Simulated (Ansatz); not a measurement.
# SrCl2: the cost of one run

Program: Ansatz 0.2.0 through its Python package. Level of theory: DFT PBE, plane waves, PAW. These are calculated values, not measurements.

## (1) Starting point

SrCl2 Fm-3m: It takes space group Fm-3m (No. 225, cubic). The conventional cell has a = 6.980 Å, b = 6.980 Å, c = 6.980 Å, α = 90.00°, β = 90.00°, γ = 90.00°. Sr (site symmetry m-3m) is surrounded by 8 Cl at 3.02 Å. Cl (site symmetry -43m) is surrounded by 4 Sr at 3.02 Å.

SrCl2 P6/mmm: It takes space group P6/mmm (No. 191, hexagonal). The conventional cell has a = 4.390 Å, b = 4.390 Å, c = 4.829 Å, α = 90.00°, β = 90.00°, γ = 120.00°. Around Sr (site symmetry 6/mmm) lie 12 Cl at 3.50 Å. Around Cl (site symmetry -6m2) lie 3 Cl at 2.53 Å and 6 Sr at 3.50 Å.

No structure file is read: the coordinates are typed or built in the script.

## (2) Script

File run_transition.py:

```python
"""Enthalpies of two structures of SrCl2 under pressure."""

import ansatz as az
import numpy as np


def fluorite(first, second, a):
    return (
        az.Lattice.fcc(a)
        .space_group(225)
        .atom(first, (0, 0, 0))
        .atom(second, (0.25, 0.25, 0.25))
        .primitive()
    )


def alb2(first, second, a):
    return (
        az.Lattice.from_parameters(a, a, 1.1 * a, alpha=90, beta=90, gamma=120)
        .space_group(191)
        .atom(first, (0, 0, 0))
        .atom(second, (1 / 3, 2 / 3, 0.5))
    )


def compute(name, crystal, pressure=0.0):
    calc = (
        crystal.calculation()
        .functional(az.Functional.PBE)
        .basis(500)
        .kpoints(spacing=0.3)  # the mesh must be finer for metals
        .occupations("gaussian", width=0.01)  # fractional filling near the Fermi level
    )
    calc = calc.relax(force_tolerance=0.01, max_steps=40, cell=True, pressure=pressure)
    return calc.run(threads=1)


def volume_per_atom(outcome):
    return abs(np.linalg.det(outcome.lattice.cell_ang)) / len(outcome.lattice.sites)

phases = {}
phases["fluorite"] = fluorite("Sr", "Cl", 6.98)
phases["AlB2"] = alb2("Sr", "Cl", 4.39)

# H = E + PV, with 1 eV per cubic angstrom equal to 160.2 GPa
pressures = [0, 15, 30, 45]
enthalpy, volume = {name: [] for name in phases}, {name: [] for name in phases}
for p in pressures:
    for name, crystal in phases.items():
        o = compute(name, crystal, pressure=p)
        volume[name].append(volume_per_atom(o))
        enthalpy[name].append(o.report["energy_sigma0_ev"] / len(o.lattice.sites) + p * volume[name][-1] / 160.21766)
gap = np.array(enthalpy["AlB2"]) - np.array(enthalpy["fluorite"])
rows = [(p, va, vb, 1000 * d) for p, va, vb, d in zip(pressures, volume["fluorite"], volume["AlB2"], gap)]
print("   P (GPa)  V fluorite (A^3/atom)  V AlB2 (A^3/atom)  H(AlB2) - H(fluorite) (meV/atom)")
for row in rows:
    print(f"{row[0]:10d}  {row[1]:21.3f}  {row[2]:17.3f}  {row[3]:+32.1f}")
crossings = [p0 - g0 * (p1 - p0) / (g1 - g0) for p0, p1, g0, g1 in zip(pressures, pressures[1:], gap, gap[1:]) if g0 * g1 < 0]
print("crossing near", [round(float(p), 1) for p in crossings], "GPa") if crossings else print("no crossing in this range")
```

## (3) The input behind the calls

The engine receives this input (first run):

```yaml
crystal:
  lattice:
    bravais: fcc
    a: 6.98
  space_group: 225
  atoms:
    - { symbol: Sr, position: [0.0, 0.0, 0.0] }
    - { symbol: Cl, position: [0.25, 0.25, 0.25] }
  reduce_to_primitive: true
basis:
  ecutwfc: 500.0
kpoints:
  mp_grid:
    kspacing: 0.3
hamiltonian:
  xc: pbe
scf:
  occupations:
    method: gaussian
    width: 0.01
relax:
  f_tol: 0.01
  max_steps: 40
  cell:
    p_target: 0.0
```

## (4) Launch

Command:

```console
$ python run_transition.py
```

**Question.** How long does this script take on 1 thread of Arm Neoverse V1, shared host, and how much memory does it need?

About 2.4 min, with a peak of 0.44 GiB.
